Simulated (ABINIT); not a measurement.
The system is Cu.

```
Cu
1.0
     2.53410    0.00000    0.00000
    -1.26705    2.19459    0.00000
     0.00000    0.00000    4.11257
Cu
2
Direct
  0.66667 0.33333 0.75000
  0.33333 0.66667 0.25000
```

This isn't the form of Cu at room conditions, which is fcc.

```yaml
Program: ABINIT 10.8.3 (patched build)
Task: relaxation of cell and atoms
Functional: PBE
Potentials_or_basis: JTH PAW PBE v2.0
Cutoff: 707 eV
k_mesh: 8 × 8 × 5
Occupations: fermi-dirac, width 0.05 eV
Spin: no spin polarisation
```

At the start: pressure 7.7 GPa; volume 11.44 Å³/atom.

**Question.** Where does the relaxation end?

**Answer.** Over 6 steps the energy falls by 13.7 meV/atom and the volume is 12.03 Å³/atom (+5.2 %); space group P6_3/mmc (No. 194, to 0.05 Å).

Step by step:
```tsv
step	energy change (eV)	largest force (eV/Å)	pressure (GPa)	volume (Å³)
1	0.0000	0.0000	7.66	22.87
2	-0.0119	0.0000	5.75	23.14
3	-0.0277	0.0000	0.18	24.01
4	-0.0273	0.0000	0.00	24.04
5	-0.0275	0.0000	-0.06	24.06
6	-0.0273	0.0000	-0.12	24.07
```

Final structure:
```cif
data_structure
_symmetry_space_group_name_H-M 'P 1'
_symmetry_Int_Tables_number 1
_cell_length_a 2.5809
_cell_length_b 2.5809
_cell_length_c 4.1718
_cell_angle_alpha 90.000
_cell_angle_beta 90.000
_cell_angle_gamma 120.000
_cell_volume 24.07
loop_
_atom_site_label
_atom_site_type_symbol
_atom_site_fract_x
_atom_site_fract_y
_atom_site_fract_z
_atom_site_occupancy
Cu1 Cu 0.66667 0.33333 0.75000 1
Cu2 Cu 0.33333 0.66667 0.25000 1
```

Caveat: the log and the count of SCF iterations are those of the last ABINIT call alone.
